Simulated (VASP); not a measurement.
These are PBE GGA, VASP's PBE PAW potentials (set 64) (plane waves; VASP) values and carry that method's errors.

VASP input:

KPOINTS:
```
kpoints
0
G
5 5 5
```

### POSCAR
```
BaSnO3
1
    4.2296795352     0.0000000000     0.0000000000
    0.0000000000     4.2296795352     0.0000000000
    0.0000000000     0.0000000000     4.2296795352
Ba Sn O
1 1 3
Direct
  0.0000000000   0.0000000000   0.0000000000
  0.5000000000   0.5000000000   0.5000000000
  0.5000000000   0.0000000000   0.5000000000
  0.0000000000   0.5000000000   0.5000000000
  0.5000000000   0.5000000000   0.0000000000
```

**INCAR**
```
! general
SYSTEM  = BaSnO3
PREC    = Accurate
ENCUT   = 520
LREAL   = .FALSE.
LASPH   = .TRUE.

! electronic loop
EDIFF   = 1E-7
NELM    = 100
ALGO    = Normal
LMAXMIX = 4

! smearing
ISMEAR  = 0
SIGMA   = 0.05

! functional
GGA     = PE

! ions
ISIF    = 2

! output
LWAVE   = .FALSE.
LCHARG  = .FALSE.
```

POTCAR, in this order: Ba_sv Sn_d O (PBE.64 set). Program: vasp_std.

The resulting files:

OUTCAR:
```
 ion  position               nearest neighbor table
   1  0.000  0.000  0.000-   3 2.99   4 2.99   5 2.99   3 2.99   4 2.99   4 2.99   5 2.99   4 2.99
                             3 2.99   5 2.99   3 2.99   5 2.99   2 3.66   2 3.66   2 3.66   2 3.66
   2  0.500  0.500  0.500-   3 2.11   4 2.11   5 2.11   5 2.11   3 2.11   4 2.11   1 3.66   1 3.66
                             1 3.66   1 3.66   1 3.66   1 3.66   1 3.66   1 3.66
   3  0.500  0.000  0.500-   2 2.11   2 2.11   1 2.99   1 2.99   1 2.99   1 2.99
   4  0.000  0.500  0.500-   2 2.11   2 2.11   1 2.99   1 2.99   1 2.99   1 2.99
   5  0.500  0.500  0.000-   2 2.11   2 2.11   1 2.99   1 2.99   1 2.99   1 2.99
  LATTYP: Found a simple cubic cell.
 ALAT       =     4.2296795352
 Subroutine PRICEL returns:
 Original cell was already a primitive cell.
 Subroutine GETGRP returns: Found 48 space group operations
The static configuration has the point symmetry O_h .
The dynamic configuration has the point symmetry O_h .
 Subroutine INISYM returns: Found 48 space group operations
 Subroutine IBZKPT returns following result:
 Found     10 irreducible k-points:

 Following reciprocal coordinates:
            Coordinates               Weight
  0.000000  0.000000  0.000000      1.000000
  0.200000  0.000000  0.000000      6.000000
  0.400000  0.000000  0.000000      6.000000
  0.200000  0.200000  0.000000     12.000000
  0.400000  0.200000  0.000000     24.000000
  0.400000  0.400000  0.000000     12.000000
  0.200000  0.200000  0.200000      8.000000
  0.400000  0.200000  0.200000     24.000000
  0.400000  0.400000  0.200000     24.000000
  0.400000  0.400000  0.400000      8.000000
   k-points           NKPTS =     10   k-points in BZ     NKDIM =     10   number of bands    NBANDS=     25
   number of dos      NEDOS =    301   number of ions     NIONS =      5
   total plane-waves  NPLWV =  32768
   dimension x,y,z NGX =    32 NGY =   32 NGZ =   32
   dimension x,y,z NGXF=    64 NGYF=   64 NGZF=   64
   ions per type =               1   1   3
   PREC   = accura    normal or accurate (medium, high low for compatibility)
   ISTART =      0    job   : 0-new  1-cont  2-samecut
   ICHARG =      2    charge: 1-file 2-atom 10-const
   ISPIN  =      1    spin polarized calculation?
   LNONCOLLINEAR =      F non collinear calculations
   LSORBIT =      F    spin-orbit coupling
   INIWAV =      1    electr: 0-lowe 1-rand  2-diag
   ENCUT  =  520.0 eV  38.22 Ry    6.18 a.u.   7.86  7.86  7.86*2*pi/ulx,y,z
   NELM   =    100;   NELMIN=  2; NELMDL= -5     # of ELM steps
   EDIFF  = 0.1E-06   stopping-criterion for ELM
   LREAL  =      F    real-space projection
   NLSPLINE    = F    spline interpolate recip. space projectors
   LMAXMIX     =    4 max onsite mixed and CHGCAR
   VOSKOWN=      0    Vosko Wilk Nusair interpolation
   EDIFFG = 0.1E-05   stopping-criterion for IOM
   NSW    =      0    number of steps for IOM
   NBLOCK =      1;   KBLOCK =      1    inner block; outer block
   IBRION =     -1    ionic relax: 0-MD 1-quasi-New 2-CG
   NFREE  =      0    steps in history (QN), initial steepest desc. (CG)
   ISIF   =      2    stress and relaxation
   ISYM   =      2    0-nonsym 1-usesym 2-fastsym
   TEIN   =    0.0    initial temperature
   TEBEG  =    0.0;   TEEND  =   0.0 temperature during run
   SMASS  =  -3.00    Nose mass-parameter (am)
   PSTRESS=    0.0 pullay stress
   NELECT =      42.0000    total number of electrons
   EFERMI =   0.00;   METHOD = LEGACY
   ISMEAR =     0;   SIGMA  =   0.05  broadening in eV -4-tet -1-fermi 0-gaus
   IALGO  =     38    algorithm
   LDIAG  =      T    sub-space diagonalisation (order eigenvalues)
   IMIX   =      4    mixing-type and parameters
     AMIX     =   0.40;   BMIX     =  1.00
     AMIX_MAG =   1.60;   BMIX_MAG =  1.00
     AMIN     =   0.10
   GGA     = PE    functional components
   VOSKOWN =     0    Vosko Wilk Nusair interpolation
   LHFCALC =     F    Hartree Fock is set to
   LHFONE  =     F    Hartree Fock one center treatment
...
```

OSZICAR:
```
       N       E                     dE             d eps       ncg     rms          rms(c)
DAV:   1     0.454202430799E+03    0.45420E+03   -0.21680E+04   532   0.214E+03
DAV:   2     0.171556363253E+02   -0.43705E+03   -0.42599E+03   582   0.547E+02
DAV:   3    -0.340070071788E+02   -0.51163E+02   -0.48458E+02   596   0.165E+02
DAV:   4    -0.361212231069E+02   -0.21142E+01   -0.21108E+01   669   0.344E+01
DAV:   5    -0.361645225134E+02   -0.43299E-01   -0.43288E-01   700   0.448E+00    0.135E+01
DAV:   6    -0.314445331496E+02    0.47200E+01   -0.27488E+01   732   0.659E+01    0.591E+00
DAV:   7    -0.314485221548E+02   -0.39890E-02   -0.18116E+00   550   0.837E+00    0.299E+00
DAV:   8    -0.314159371693E+02    0.32585E-01   -0.29662E-01   660   0.396E+00    0.701E-01
DAV:   9    -0.314068125889E+02    0.91246E-02   -0.72489E-02   767   0.238E+00    0.160E-01
DAV:  10    -0.314077066326E+02   -0.89404E-03   -0.67899E-03   758   0.100E+00    0.948E-02
DAV:  11    -0.314076283638E+02    0.78269E-04   -0.25069E-03   767   0.537E-01    0.467E-02
DAV:  12    -0.314076041410E+02    0.24223E-04   -0.21209E-04   726   0.136E-01    0.173E-02
DAV:  13    -0.314076024521E+02    0.16888E-05   -0.29194E-05   703   0.372E-02    0.322E-03
DAV:  14    -0.314076025417E+02   -0.89591E-07   -0.13130E-06   760   0.156E-02    0.160E-03
DAV:  15    -0.314076024200E+02    0.12173E-06   -0.11025E-07   414   0.380E-03    0.106E-03
DAV:  16    -0.314076024716E+02   -0.51560E-07   -0.45356E-08   280   0.179E-03
   1 F= -.31407602E+02 E0= -.31407382E+02  d E =-.441703E-03
```

File OUTCAR:
```
------------------------ aborting loop because EDIFF is reached ----------------------------------------
  FORCE on cell =-STRESS in cart. coord.  units (eV):
  Direction    XX          YY          ZZ          XY          YZ          ZX
  --------------------------------------------------------------------------------------
  Total       -1.6905950     -1.6905950     -1.6905950     -0.0000000     -0.0000000      0.0000000
  in kB      -35.7954456    -35.7954456    -35.7954456     -0.0000000     -0.0000000      0.0000000
  external PRESSURE =     -35.7954456 kB  Pullay stress =       0.0000000 kB
  volume of cell :       75.67
      direct lattice vectors                 reciprocal lattice vectors
     4.229679535  0.000000000  0.000000000     0.236424531  0.000000000  0.000000000
     0.000000000  4.229679535  0.000000000     0.000000000  0.236424531  0.000000000
     0.000000000  0.000000000  4.229679535     0.000000000  0.000000000  0.236424531
 POSITION                                       TOTAL-FORCE (eV/Angst)
 -----------------------------------------------------------------------------------
      0.00000      0.00000      0.00000         0.000000      0.000000      0.000000
      2.11484      2.11484      2.11484         0.000000      0.000000      0.000000
      2.11484      0.00000      2.11484         0.000000      0.000000      0.000000
      0.00000      2.11484      2.11484         0.000000      0.000000      0.000000
      2.11484      2.11484      0.00000         0.000000      0.000000      0.000000
 -----------------------------------------------------------------------------------
    total drift:                                0.000000     -0.000000     -0.000000
  FREE ENERGIE OF THE ION-ELECTRON SYSTEM (eV)
  ---------------------------------------------------
  free  energy   TOTEN  =       -31.4076024716 eV

  energy  without entropy=      -31.4071607688  energy(sigma->0) =      -31.40738162
```
(Selected blocks of OUTCAR.)

OUTCAR:
```
 val. band max:        3.7199537608   @ k =   0.4000   0.4000   0.4000

 cond. band min:       3.8171619550   @ k =   0.0000   0.0000   0.0000


 Fermi energy:         3.7886737622

 k-point     1 :       0.0000    0.0000    0.0000
  band No.  band energies     occupation
      1     -21.4024      2.00000
      2     -16.8620      2.00000
      3     -16.8620      2.00000
      4     -16.2792      2.00000
      5     -16.2792      2.00000
      6     -16.2792      2.00000
      7     -13.5653      2.00000
      8     -11.1591      2.00000
      9     -11.1591      2.00000
     10      -6.5781      2.00000
     11      -6.5781      2.00000
     12      -6.5781      2.00000
     13      -0.5263      2.00000
     14      -0.5263      2.00000
     15      -0.5263      2.00000
     16       2.8938      2.00000
     17       2.8938      2.00000
     18       2.8938      2.00000
     19       3.2931      2.00000
     20       3.2931      2.00000
     21       3.2931      2.00000
     22       3.8172      0.42038
     23       8.6397      0.00000
     24       8.6397      0.00000
     25      10.8187      0.00000

 k-point     2 :       0.2000    0.0000    0.0000
  band No.  band energies     occupation
      1     -21.3848      2.00000
      2     -16.8613      2.00000
      3     -16.7845      2.00000
      4     -16.2835      2.00000
      5     -16.2835      2.00000
      6     -16.2791      2.00000
      7     -13.4937      2.00000
      8     -11.5437      2.00000
      9     -11.1526      2.00000
     10      -6.5297      2.00000
     11      -6.5297      2.00000
     12      -6.4860      2.00000
     13      -0.6999      2.00000
     14      -0.5463      2.00000
     15      -0.5463      2.00000
     16       2.4357      2.00000
     17       2.6519      2.00000
     18       2.7881      2.00000
     19       2.7881      2.00000
     20       3.1806      2.00000
     21       3.1806      2.00000
     22       5.3454      0.00000
     23       9.1942      0.00000
...
```

Unless said otherwise, spin-orbit coupling is left out, though it shifts the bands of the heavy elements here.

The compound is BaSnO3 in the cubic perovskite structure. This cell is one point of a volume scan, at 1.03 of the reference volume.
